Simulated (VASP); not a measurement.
Write the native input for VASP 6.6.1 that does the following.

```yaml
Task: G0W0 quasiparticle levels
Functional: PBEsol
Potentials_or_basis: VASP PAW PBE potentials, release 64 (Se_GW, Ca_sv_GW)
Cutoff: 450 eV
k_mesh: 4 × 4 × 4
Occupations: gaussian, width 0.01 eV
Spin: no spin polarisation
Cutoff_of_the_response_function: 100
Frequency_points: 64
Empty_bands: 241
GW_scheme: G0W0
GW_iterations: 1
Valence_bands_in_the_BSE: 3
Conduction_bands_in_the_BSE: 4
Further_INCAR_settings: ALGO = BSE; EDIFF = 1e-08; NBANDS = 249
```

The system is CaSe.

```
Se Ca
1.0
     0.00000    3.30000    3.30000
     3.30000    0.00000    3.30000
     3.30000    3.30000    0.00000
Se Ca
1 1
Direct
  0.25000 0.25000 0.25000
  0.00000 0.00000 0.00000
```

The cell comes from a database or a generator and needn't be the stable form of this composition.

The input as run:

POSCAR

```
CaSe
1.0
    0.0000000000      3.3000000000      3.3000000000
    3.3000000000      0.0000000000      3.3000000000
    3.3000000000      3.3000000000      0.0000000000
Se Ca
1 1
Direct
    0.2500000000      0.2500000000      0.2500000000
    0.0000000000      0.0000000000      0.0000000000
```

INCAR.step1

```
SYSTEM = CaSe
  PREC = Accurate
  ENCUT = 450
  EDIFF = 1E-8
  ISMEAR = 0
  SIGMA = 0.01
  LREAL = .False.
  LASPH = .True.
  NELM = 100
  ALGO = Normal
  LWAVE = .True.
  LCHARG = .False.
  GGA = PS
```

INCAR.step2

```
SYSTEM = CaSe
  PREC = Accurate
  ENCUT = 450
  EDIFF = 1E-8
  ISMEAR = 0
  SIGMA = 0.01
  LREAL = .False.
  LASPH = .True.
  NELM = 1
  ALGO = Exact
  LWAVE = .True.
  LCHARG = .False.
  GGA = PS
  NBANDS = 249
  LOPTICS = .True.
  ISTART = 1
```

INCAR.step3

```
SYSTEM = CaSe
  PREC = Accurate
  ENCUT = 450
  EDIFF = 1E-8
  ISMEAR = 0
  SIGMA = 0.01
  LREAL = .False.
  LASPH = .True.
  ALGO = EVGW0
  LWAVE = .True.
  LCHARG = .False.
  GGA = PS
  NELMGW = 1
  NBANDS = 249
  ENCUTGW = 100
  NOMEGA = 64
  PRECFOCK = Fast
  ISTART = 1
  NBANDSGW = 16
```

INCAR.step4

```
SYSTEM = CaSe
  PREC = Accurate
  ENCUT = 450
  EDIFF = 1E-8
  ISMEAR = 0
  SIGMA = 0.01
  LREAL = .False.
  LASPH = .True.
  ALGO = BSE
  LWAVE = .False.
  LCHARG = .False.
  GGA = PS
  NBANDS = 249
  ENCUTGW = 100
  NBANDSO = 3
  NBANDSV = 4
  ANTIRES = 0
  OMEGAMAX = 20
  PRECFOCK = Fast
  ISTART = 1
  NBSEEIG = 10
```

KPOINTS

```
Automatic mesh
0
Gamma
  4 4 4
  0 0 0
```

Potentials or basis: VASP PAW PBE potentials, release 64 (Se_GW, Ca_sv_GW).

Command:

```bash
$ cat potpaw_PBE.64/Se_GW/POTCAR potpaw_PBE.64/Ca_sv_GW/POTCAR > POTCAR
$ cp INCAR.step1 INCAR
$ mpirun -np 1 vasp_std > vasp.out
$ cp INCAR.step2 INCAR
$ mpirun -np 1 vasp_std > vasp.out
$ cp INCAR.step3 INCAR
$ mpirun -np 1 vasp_std > vasp.out
$ cp INCAR.step4 INCAR
$ mpirun -np 1 vasp_std > vasp.out
```

It gave:

| Item | Value |
| --- | --- |
| Band gap on the k mesh, mean-field level | 3.00 eV, indirect (least direct gap 3.09 eV) |
| Quasiparticle gap | 4.41 eV |
| Least direct quasiparticle gap | 4.45 eV |

Caveat: bands, screening cutoff and mesh are small and nothing is extrapolated, so the quasiparticle values aren't converged.

Wall time 6.4 min on 1 thread of Intel(R) Xeon(R) Platinum 8375C CPU @ 2.90GHz (Ice Lake), with other jobs on the host, peak memory 0.64 GiB.
